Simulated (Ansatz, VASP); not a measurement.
Two plane-wave programs on ZrS

```
Zr S
1.0
     0.00000    3.08236    3.08236
     3.08236    0.00000    3.08236
     3.08236    3.08236    0.00000
Zr S
1 1
Direct
  0.00000 0.00000 0.00000
  0.50000 0.50000 0.50000
```

Alike in both runs: functional PBEsol; k mesh 1 × 1 × 1; occupations gaussian, width 0.1 eV; no spin polarisation.

Ansatz relaxed the structure, and its values are those at the end. VASP's run is a single point on that final structure, the one shown.

```csv
,VASP,Ansatz
version,VASP 6.6.1,Ansatz 0.2.0
potentials or method,"VASP PAW PBE potentials, release 64 (Zr_sv, S)","scalar-relativistic, plane waves, PAW"
plane-wave cutoff (eV),520,420
valence electrons in the cell,18,18
```

|  | VASP | Ansatz | Ansatz less VASP |
| --- | --- | --- | --- |
| pressure (GPa) | 0.1 | 0.0 | -0.02 |

Caveats: the k mesh is coarse (spacing up to 1.77 Å⁻¹), so the values aren't converged; the PAW data sets were made with another functional, which shifts forces and pressure a little (VASP).
